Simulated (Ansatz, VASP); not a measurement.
**HfMo2 (HfMo2 in the C11b ordering) in two plane-wave programs**

Wanted: the spread between two codes on one cell, functional and k mesh. The cell is generated by rule, not measured, and may not be a known phase. The cell is taken from a series of runs on this material, whose earlier steps may have relaxed, scaled, displaced or heated it; both programs get it as it stands.

Program: Ansatz 0.2.0. Level of theory: plane waves, with VASP 6.6.1 beside it; PBE. Results are calculated unless marked as measured.

### 1. The structure

The structure is tetragonal, space group I4/mmm (No. 139). The conventional cell has a = 3.224 Å, b = 3.224 Å, c = 10.081 Å, α = 90.00°, β = 90.00°, γ = 90.00°. Nearest to Hf lie 10 Mo at 2.91 to 3.24 Å and 4 Hf at 3.22 Å. Nearest to Mo lie 8 Mo at 2.69 to 3.22 Å and 5 Hf at 2.91 to 3.24 Å. Farther neighbours are not listed.

Coordinates:

```xyz
3
Lattice="3.2236 0.0000 0.0000 0.0000 3.2236 0.0000 1.6118 1.6118 5.0403" Properties=species:S:1:pos:R:3 pbc="T T T"
Hf    0.0000    0.0000    0.0000
Mo    3.2236    3.2236    3.2355
Mo    1.6118    1.6118    1.8049
```

### 2. VASP: zone-centre phonons, PBE

Second derivatives magnify differences that forces hide, and they need a tight electronic threshold.

Lines of VASP's logs that name or quote its potential files are left out, and so is its time.

INCAR reads:

```
SYSTEM = HfMo2
PREC = Accurate
ENCUT = 500
EDIFF = 1E-08
NELM = 120
ISMEAR = 1
SIGMA = 0.2
LREAL = .FALSE.
ALGO = Normal
GGA = PE
NBANDS = 25
LASPH = .TRUE.
LORBIT = 11
LWAVE = .FALSE.
LCHARG = .FALSE.
ISIF = 2
IBRION = 8
GGA_COMPAT = .FALSE.
```

POSCAR reads:

```
HfMo2
1.0
    3.2236190802      0.0000000000      0.0000000000
    0.0000000000      3.2236190802      0.0000000000
    1.6118095401      1.6118095401      5.0403094104
Hf Mo
1 2
Direct
    0.0000000000      0.0000000000      0.0000000000
    0.6790416299      0.6790416299      0.6419167403
    0.3209583702      0.3209583702      0.3580832597
```

KPOINTS reads:

```
Automatic mesh
0
Gamma
6 6 6
0 0 0
```

Potentials, in the order of the species: Hf_pv and Mo_sv (PBE family, release 64).

On the command line:

```
> mpirun -np 1 vasp_std
```

Numbers of over 12 decimals in the logs are rounded to 6 here.

Output:

```text
[banner, memory and clock lines left out]
running    1 mpi-ranks, on    1 nodes
 distrk:  each k-point on    1 cores,    1 groups
 distr:  one band on    1 cores,    1 groups

 POSCAR found type information on POSCAR HfMo
 POSCAR found :  2 types and       3 ions
 LDA part: xc-table for (Slater+PW92), standard interpolation
 POSCAR, INCAR and KPOINTS ok, starting setup
 FFT: planning ... GRIDC
 FFT: planning ... GRID_SOFT
 FFT: planning ... GRID
 WAVECAR not read
 entering main loop
       N       E                     dE             d eps       ncg     rms          rms(c)
DAV:   1     0.341741703104E+03    0.34174E+03   -0.23117E+04  1500   0.150E+03
DAV:   2    -0.242859849343E+02   -0.36603E+03   -0.36072E+03  1758   0.446E+02
DAV:   3    -0.334826904639E+02   -0.91967E+01   -0.89862E+01  1944   0.646E+01
DAV:   4    -0.335986948985E+02   -0.11600E+00   -0.11548E+00  1660   0.675E+00
DAV:   5    -0.336004054896E+02   -0.17106E-02   -0.17088E-02  1905   0.725E-01    0.590E+01
DAV:   6    -0.324072493081E+02    0.11932E+01   -0.29337E+00  1659   0.122E+01    0.307E+01
DAV:   7    -0.322675518253E+02    0.13970E+00   -0.20062E+00  1781   0.666E+00    0.123E+01
DAV:   8    -0.321819346939E+02    0.85617E-01   -0.11928E+00  1798   0.491E+00    0.250E+00
DAV:   9    -0.321513429721E+02    0.30592E-01   -0.17039E-01  1785   0.242E+00    0.813E-01
DAV:  10    -0.321512043988E+02    0.13857E-03   -0.45325E-03  1789   0.414E-01    0.177E-01
DAV:  11    -0.321511983980E+02    0.60007E-05   -0.53352E-04  1851   0.146E-01    0.104E-01
DAV:  12    -0.321511851826E+02    0.13215E-04   -0.58877E-05  1863   0.417E-02    0.304E-02
DAV:  13    -0.321511851671E+02    0.15528E-07   -0.30033E-06  1596   0.140E-02    0.918E-03
DAV:  14    -0.321511856375E+02   -0.47038E-06   -0.21122E-07  1794   0.329E-03    0.193E-03
DAV:  15    -0.321511856253E+02    0.12159E-07   -0.74491E-09   957   0.659E-04    0.810E-04
DAV:  16    -0.321511856106E+02    0.14724E-07   -0.23612E-09   819   0.311E-04    0.896E-05
DAV:  17    -0.321511856168E+02   -0.62009E-08   -0.35110E-10   817   0.142E-04
   1 F= -.32151186E+02 E0= -.32149941E+02  d E =-.373395E-02
 Linear response reoptimize wavefunctions to high precision
DAV:   1    -0.321511856163E+02    0.49386E-09   -0.78932E-11   815   0.600E-05
DAV:   2    -0.321511856163E+02   -0.63665E-11   -0.24045E-11   804   0.300E-05
 Linear response DOF=           4
 Linear response progress:
  Degree of freedom:   1/  4
       N       E                     dE             d eps       ncg     rms          rms(c)
RMM:   1    -0.213496625430E+00   -0.21350E+00    0.41472E+00  2629   0.880E+00
RMM:   2    -0.215958776904E+00   -0.24622E-02   -0.43047E-02  3387   0.882E-01    0.547E-01
RMM:   3    -0.215547888236E+00    0.41089E-03   -0.52705E-03  4203   0.203E-01    0.143E-01
RMM:   4    -0.215262916513E+00    0.28497E-03   -0.70267E-04  4682   0.710E-02    0.170E-01
RMM:   5    -0.214868960616E+00    0.39396E-03   -0.11052E-04  4527   0.404E-02    0.288E-02
RMM:   6    -0.214746166973E+00    0.12279E-03   -0.26854E-05  4855   0.165E-02    0.245E-02
RMM:   7    -0.214739936230E+00    0.62307E-05   -0.80850E-06  4589   0.576E-03    0.136E-02
RMM:   8    -0.214739128312E+00    0.80792E-06   -0.88582E-06  4643   0.428E-03    0.454E-03
RMM:   9    -0.214739613795E+00   -0.48548E-06   -0.25476E-05  4775   0.177E-03    0.177E-03
RMM:  10    -0.214739880380E+00   -0.26658E-06   -0.16154E-05  5132   0.958E-04    0.727E-04
RMM:  11    -0.214740216230E+00   -0.33585E-06   -0.98206E-06  4774   0.631E-04    0.924E-04
RMM:  12    -0.214740228516E+00   -0.12286E-07   -0.50825E-06  4604   0.427E-04    0.921E-05
RMM:  13    -0.214740304597E+00   -0.76081E-07   -0.33815E-06  5097   0.286E-04    0.127E-04
RMM:  14    -0.214740348125E+00   -0.43528E-07   -0.19384E-06  4983   0.221E-04    0.447E-05
RMM:  15    -0.214740398177E+00   -0.50052E-07   -0.11683E-06  4805   0.184E-04    0.443E-05
RMM:  16    -0.214740391710E+00    0.64669E-08   -0.62925E-07  4519   0.160E-04    0.309E-05
RMM:  17    -0.214740394429E+00   -0.27186E-08   -0.41140E-07  4236   0.147E-04    0.312E-05
RMM:  18    -0.214740413628E+00   -0.19199E-07   -0.20848E-07  4687   0.141E-04    0.126E-05
RMM:  19    -0.214740419457E+00   -0.58295E-08   -0.99432E-08  4420   0.136E-04    0.893E-06
 first order change of Fermi-energy   0.43634E-03
 force on displaced ion       1 direction 1 :  -6.951  -0.000   0.000
 Linear response progress:
  Degree of freedom:   2/  4
       N       E                     dE             d eps       ncg     rms          rms(c)
RMM:   1    -0.241921576473E+00   -0.24192E+00    0.44210E+00  2601   0.889E+00
RMM:   2    -0.248017069709E+00   -0.60955E-02   -0.43546E-02  2169   0.906E-01    0.605E-01
RMM:   3    -0.249535438229E+00   -0.15184E-02   -0.12958E-02  2201   0.497E-01    0.523E-01
RMM:   4    -0.246344125727E+00    0.31913E-02   -0.51846E-03  2157   0.358E-01    0.215E-01
RMM:   5    -0.246114305764E+00    0.22982E-03   -0.46389E-04  2747   0.820E-02    0.163E-01
RMM:   6    -0.245791008374E+00    0.32330E-03   -0.36913E-05  2733   0.411E-02    0.469E-02
RMM:   7    -0.245699059410E+00    0.91949E-04   -0.18855E-05  2568   0.283E-02    0.168E-02
RMM:   8    -0.245707967643E+00   -0.89082E-05    0.18906E-05  2973   0.105E-02    0.547E-03
RMM:   9    -0.245707402973E+00    0.56467E-06    0.31031E-05  2848   0.371E-03    0.300E-03
RMM:  10    -0.245702747533E+00    0.46554E-05    0.18653E-05  2662   0.294E-03    0.843E-04
RMM:  11    -0.245701474984E+00    0.12725E-05    0.12261E-05  3204   0.110E-03    0.361E-04
RMM:  12    -0.245700758558E+00    0.71643E-06    0.51083E-06  3006   0.523E-04    0.651E-05
RMM:  13    -0.245700454778E+00    0.30378E-06    0.23889E-06  2965   0.361E-04    0.945E-05
RMM:  14    -0.245700514748E+00   -0.59970E-07    0.80375E-07  3008   0.255E-04    0.258E-05
RMM:  15    -0.245700524869E+00   -0.10122E-07    0.14950E-07  3023   0.205E-04    0.139E-05
RMM:  16    -0.245700503901E+00    0.20968E-07   -0.18057E-07  3198   0.179E-04    0.120E-05
RMM:  17    -0.245700509632E+00   -0.57308E-08   -0.11502E-07  2993   0.166E-04    0.388E-06
RMM:  18    -0.245700501990E+00    0.76423E-08   -0.74215E-08  2869   0.158E-04    0.394E-06
 first order change of Fermi-energy   0.66778E-03
 force on displaced ion       1 direction 3 :  -0.000  -0.000  -8.470
 Linear response progress:
  Degree of freedom:   3/  4
       N       E                     dE             d eps       ncg     rms          rms(c)
RMM:   1    -0.788910845247E+00   -0.78891E+00    0.39380E+00  3644   0.189E+01
RMM:   2    -0.584304576942E+00    0.20461E+00   -0.31717E-01  5016   0.351E+00    0.187E-01
RMM:   3    -0.583576522010E+00    0.72805E-03   -0.10323E-02  6382   0.518E-01    0.132E-01
RMM:   4    -0.582928247749E+00    0.64827E-03   -0.14392E-03  7066   0.171E-01    0.704E-02
RMM:   5    -0.582637665740E+00    0.29058E-03   -0.28455E-04  7275   0.727E-02    0.139E-02
RMM:   6    -0.582662914870E+00   -0.25249E-04   -0.18462E-04  7186   0.289E-02    0.734E-03
RMM:   7    -0.582671553383E+00   -0.86385E-05   -0.16238E-04  7080   0.148E-02    0.501E-03
RMM:   8    -0.582698192197E+00   -0.26639E-04   -0.11562E-04  6882   0.886E-03    0.237E-03
RMM:   9    -0.582709766610E+00   -0.11574E-04   -0.71627E-05  7295   0.461E-03    0.667E-04
RMM:  10    -0.582712735365E+00   -0.29688E-05   -0.41400E-05  7352   0.241E-03    0.306E-04
RMM:  11    -0.582714369387E+00   -0.16340E-05   -0.25507E-05  7231   0.144E-03    0.173E-04
RMM:  12    -0.582715633722E+00   -0.12643E-05   -0.15035E-05  7153   0.924E-04    0.720E-05
RMM:  13    -0.582715866278E+00   -0.23256E-06   -0.91165E-06  7540   0.587E-04    0.665E-05
RMM:  14    -0.582716783054E+00   -0.91678E-06   -0.57297E-06  6938   0.435E-04    0.102E-05
[...]
RMM:  19    -0.582716983325E+00   -0.50915E-07   -0.90040E-07  7261   0.168E-04    0.130E-06
RMM:  20    -0.582716998501E+00   -0.15177E-07   -0.67112E-07  7247   0.161E-04    0.131E-06
RMM:  21    -0.582716990003E+00    0.84982E-08   -0.59462E-07  6422   0.157E-04    0.161E-06
RMM:  22    -0.582716983767E+00    0.62363E-08   -0.49569E-07  6284   0.154E-04    0.247E-06
RMM:  23    -0.582716967316E+00    0.16451E-07   -0.49548E-07  6946   0.154E-04    0.442E-06
RMM:  24    -0.582716969127E+00   -0.18109E-08   -0.41399E-07  5919   0.152E-04    0.446E-06
RMM:  25    -0.582716975533E+00   -0.64065E-08   -0.43612E-07  5900   0.152E-04    0.396E-06
RMM:  26    -0.582716974421E+00    0.11125E-08   -0.36577E-07  5640   0.152E-04    0.426E-06
 first order change of Fermi-energy  -0.82375E-04
 force on displaced ion       2 direction 1 :  -9.470  -0.000   0.016
 Linear response progress:
  Degree of freedom:   4/  4
       N       E                     dE             d eps       ncg     rms          rms(c)
RMM:   1    -0.855364249008E+00   -0.85536E+00    0.41683E+00  1629   0.191E+01
RMM:   2    -0.652057314145E+00    0.20331E+00   -0.32474E-01  2233   0.354E+00    0.378E-01
RMM:   3    -0.651933381918E+00    0.12393E-03   -0.11410E-02  2524   0.588E-01    0.361E-01
RMM:   4    -0.650557949378E+00    0.13754E-02   -0.32801E-03  2461   0.292E-01    0.179E-01
RMM:   5    -0.649977017105E+00    0.58093E-03   -0.60653E-04  2867   0.126E-01    0.923E-02
RMM:   6    -0.649671866936E+00    0.30515E-03   -0.15302E-04  2834   0.695E-02    0.212E-02
RMM:   7    -0.649678308814E+00   -0.64419E-05   -0.42145E-05  2997   0.284E-02    0.119E-02
RMM:   8    -0.649692063205E+00   -0.13754E-04   -0.12711E-05  3082   0.142E-02    0.315E-03
RMM:   9    -0.649699246128E+00   -0.71829E-05   -0.81314E-06  3106   0.479E-03    0.137E-03
RMM:  10    -0.649704270392E+00   -0.50243E-05   -0.53334E-06  3078   0.267E-03    0.479E-04
RMM:  11    -0.649707157269E+00   -0.28869E-05   -0.26723E-06  3010   0.153E-03    0.955E-05
RMM:  12    -0.649706994823E+00    0.16245E-06   -0.14462E-06  3148   0.909E-04    0.724E-05
RMM:  13    -0.649707228052E+00   -0.23323E-06   -0.86987E-07  3117   0.593E-04    0.749E-05
RMM:  14    -0.649706990488E+00    0.23756E-06   -0.68600E-07  2941   0.422E-04    0.126E-04
[...]
RMM:  19    -0.649708111911E+00   -0.69420E-07   -0.11369E-07  3156   0.185E-04    0.366E-05
RMM:  20    -0.649708360129E+00   -0.24822E-06   -0.92140E-08  3369   0.197E-04    0.688E-06
RMM:  21    -0.649708438077E+00   -0.77948E-07   -0.55546E-08  3332   0.177E-04    0.969E-06
RMM:  22    -0.649708388859E+00    0.49219E-07   -0.74188E-08  2978   0.170E-04    0.485E-06
RMM:  23    -0.649708377062E+00    0.11796E-07   -0.57317E-08  3096   0.166E-04    0.537E-06
RMM:  24    -0.649708330663E+00    0.46400E-07   -0.55057E-08  3121   0.168E-04    0.225E-06
RMM:  25    -0.649708341624E+00   -0.10961E-07   -0.47669E-08  2845   0.165E-04    0.448E-06
RMM:  26    -0.649708343522E+00   -0.18980E-08   -0.65675E-08  2428   0.164E-04    0.192E-06
 first order change of Fermi-energy  -0.12481E+01
 force on displaced ion       2 direction 3 :   0.000   0.000 -13.876
 Linear response finished
```

OUTCAR, selected parts (step 2):

```text
ion  position               nearest neighbor table
   1  0.000  0.000  0.000-   3 2.91   2 2.91   3 2.91   3 2.91   2 2.91   2 2.91   2 2.91   3 2.91
                             3 3.24   2 3.24
   2  0.679  0.679  0.642-   3 2.69   3 2.69   3 2.69   3 2.69   1 2.91   1 2.91   1 2.91   1 2.91
                             1 3.24
   3  0.321  0.321  0.358-   2 2.69   2 2.69   2 2.69   2 2.69   1 2.91   1 2.91   1 2.91   1 2.91
                             1 3.24

  LATTYP: Found a body centered tetragonal cell.
 ALAT       =     3.2236190802
 C/A-ratio  =     3.1271122828

 Subroutine GETGRP returns: Found 16 space group operations
 (whereof 16 operations were pure point group operations)

The static configuration has the point symmetry D_4h.

 Found     30 irreducible k-points:

   k-points           NKPTS =     30   k-points in BZ     NKDIM =     30   number of bands    NBANDS=     25

   dimension x,y,z NGX =    24 NGY =   24 NGZ =   40
   dimension x,y,z NGXF=    48 NGYF=   48 NGZF=   80

   ENCUT  =  500.0 eV  36.75 Ry    6.06 a.u.   5.88  5.88 10.09*2*pi/ulx,y,z

   NELECT =      38.0000    total number of electrons

 k-points in reciprocal lattice and weights: Automatic mesh
   0.00000000  0.00000000  0.00000000       0.005
   0.16666667  0.00000000 -0.00000000       0.037
   0.33333333  0.00000000  0.00000000       0.037
   0.50000000  0.00000000 -0.00000000       0.019
   0.16666667  0.16666667 -0.00000000       0.037
   0.33333333  0.16666667  0.00000000       0.074
   0.50000000  0.16666667  0.00000000       0.074
  -0.33333333  0.16666667  0.00000000       0.074
  -0.16666667  0.16666667  0.00000000       0.019
[...]
-0.16666667 -0.16666667  0.33333333       0.019
   0.00000000  0.00000000  0.50000000       0.005

 average (electrostatic) potential at core
       1 -32.4977       2 -71.9353       3 -71.9353

  Total       -0.0105431     -0.0105431     -0.0355758      0.0000000      0.0000000      0.0000000
  in kB       -0.3225031     -0.3225031     -1.0882299      0.0000000      0.0000000      0.0000000
  external PRESSURE =      -0.5777453 kB  Pullay stress =       0.0000000 kB

  energy-cutoff  :      500.00
  volume of cell :       52.38
      direct lattice vectors                 reciprocal lattice vectors
     3.223619080  0.000000000  0.000000000     0.310210349  0.000000000 -0.099200259
     0.000000000  3.223619080  0.000000000     0.000000000  0.310210349 -0.099200259
     1.611809540  1.611809540  5.040309410     0.000000000  0.000000000  0.198400518

 POSITION                                       TOTAL-FORCE (eV/Angst)
 -----------------------------------------------------------------------------------
      0.00000      0.00000      0.00000         0.000000      0.000000      0.000000
      3.22362      3.22362      3.23546         0.000000      0.000000      0.063718
      1.61181      1.61181      1.80485        -0.000000     -0.000000     -0.063718
 -----------------------------------------------------------------------------------
    total drift:                               -0.000001     -0.000001      0.000000

 Eigenvectors and eigenvalues of the dynamical matrix
 ----------------------------------------------------

   1 f  =    7.745974 THz    48.669390 2PiTHz  258.377882 cm-1    32.034760 meV
             X         Y         Z           dx          dy          dz
      0.000000  0.000000  0.000000     0.000000    0.000000    0.000000
      3.223619  3.223619  3.235459     0.000000    0.000000    0.707107
      1.611810  1.611810  1.804850    -0.000000   -0.000000   -0.707107

   2 f  =    6.286048 THz    39.496408 2PiTHz  209.680008 cm-1    25.996996 meV
             X         Y         Z           dx          dy          dz
      0.000000  0.000000  0.000000    -0.000000    0.000000   -0.000000
      3.223619  3.223619  3.235459     0.418574   -0.569908   -0.000000
      1.611810  1.611810  1.804850    -0.418574    0.569908    0.000000

   3 f  =    6.286048 THz    39.496408 2PiTHz  209.680008 cm-1    25.996996 meV
             X         Y         Z           dx          dy          dz
      0.000000  0.000000  0.000000    -0.000000   -0.000000   -0.000000
      3.223619  3.223619  3.235459     0.569908    0.418574    0.000000
      1.611810  1.611810  1.804850    -0.569908   -0.418574    0.000000

   4 f  =    4.721520 THz    29.666187 2PiTHz  157.492963 cm-1    19.526630 meV
             X         Y         Z           dx          dy          dz
      0.000000  0.000000  0.000000     0.000000    0.000000   -0.721276
      3.223619  3.223619  3.235459    -0.000000   -0.000000    0.489776
      1.611810  1.611810  1.804850    -0.000000   -0.000000    0.489776

   5 f  =    4.272405 THz    26.844311 2PiTHz  142.512083 cm-1    17.669238 meV
             X         Y         Z           dx          dy          dz
      0.000000  0.000000  0.000000    -0.129474    0.710383    0.000000
      3.223619  3.223619  3.235459     0.087713   -0.481251    0.000000
      1.611810  1.611810  1.804850     0.087713   -0.481251    0.000000

   6 f  =    4.272405 THz    26.844311 2PiTHz  142.512083 cm-1    17.669238 meV
             X         Y         Z           dx          dy          dz
      0.000000  0.000000  0.000000     0.710383    0.129474    0.000000
      3.223619  3.223619  3.235459    -0.481251   -0.087713   -0.000000
      1.611810  1.611810  1.804850    -0.481251   -0.087713   -0.000000

   7 f/i=    0.010218 THz     0.064203 2PiTHz    0.340845 cm-1     0.042259 meV
             X         Y         Z           dx          dy          dz
      0.000000  0.000000  0.000000    -0.000000    0.000000   -0.692648
      3.223619  3.223619  3.235459    -0.000000    0.000000   -0.510019
      1.611810  1.611810  1.804850    -0.000000    0.000000   -0.510019

   8 f/i=    0.014244 THz     0.089500 2PiTHz    0.475143 cm-1     0.058910 meV
             X         Y         Z           dx          dy          dz
      0.000000  0.000000  0.000000     0.552949   -0.415740   -0.000000
      3.223619  3.223619  3.235459     0.408109   -0.306841   -0.000000
      1.611810  1.611810  1.804850     0.408109   -0.306841   -0.000000

   9 f/i=    0.014244 THz     0.089500 2PiTHz    0.475143 cm-1     0.058910 meV
             X         Y         Z           dx          dy          dz
      0.000000  0.000000  0.000000     0.415740    0.552949   -0.000000
      3.223619  3.223619  3.235459     0.306841    0.408109   -0.000000
      1.611810  1.611810  1.804850     0.306841    0.408109   -0.000000

 ELASTIC MODULI CONTR FROM IONIC RELAXATION (kBar)
 Direction    XX          YY          ZZ          XY          YZ          ZX
 --------------------------------------------------------------------------------
 XX         -43.0103    -43.0103   -116.2533      0.0000     -0.0000     -0.0000
 YY         -43.0103    -43.0103   -116.2533      0.0000     -0.0000     -0.0000
 ZZ        -116.2533   -116.2533   -314.2230      0.0000     -0.0000     -0.0000
 XY           0.0000      0.0000      0.0000      0.0000      0.0000      0.0000
 YZ          -0.0000     -0.0000     -0.0000      0.0000     -8.7095     -0.0000
 ZX          -0.0000     -0.0000     -0.0000      0.0000     -0.0000     -3.3263
 --------------------------------------------------------------------------------
```

(Continued in part 2 of 2.)

[Lines on the potential files, build, host, timing and source positions are cut from VASP's logs without a mark.]

[Logs are printed without paths, hosts, clocks, repeated set-up lines and the standing remarks that a program may print on its own settings, such as how far it seeks lower states.]

[Hosts, paths, dates, database ids (printed as entryN), source tags and the programs' standing remarks are cut or masked in the printed files.]
